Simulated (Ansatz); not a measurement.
GaAs, 2 atoms in the cell. Symmetry: F-43m, No. 216, cubic system. The conventional cell has a = 5.654 Å, b = 5.654 Å, c = 5.654 Å, α = 90.00°, β = 90.00°, γ = 90.00°. As (site symmetry -43m) is surrounded by 4 Ga at 2.45 Å. Ga (site symmetry -43m) is surrounded by 4 As at 2.45 Å. 

```yaml
Program: Ansatz 0.2.0
Task: single point
Functional: PBE
Potentials_or_basis: all-electron LAPW, scalar-relativistic
Cutoff: 316 eV (chosen from the basis error)
Basis_error_allowed: 0.001 eV/atom
k_mesh: 8 × 8 × 8
Occupations: gaussian, width 0.02 eV
Spin: no spin polarisation
```

Potentials or basis: all-electron LAPW, scalar-relativistic.

Launch:

```bash
$ ansatz run input.yaml --threads 1 --pin off --max-ram 3072MiB --backend cpu --events-out ev --progress --plain --runs-dir out
```

Hardware: 1 thread of Intel(R) Xeon(R) Processor @ 2.70GHz (shared host).

Q: How long does it take, and how much memory?

A: Wall time 13 s on 1 thread of Intel(R) Xeon(R) Processor @ 2.70GHz, with other jobs on the host, peak memory 0.32 GiB. Counts: scf iterations 7, plane waves 561, k points 29, bands 27.
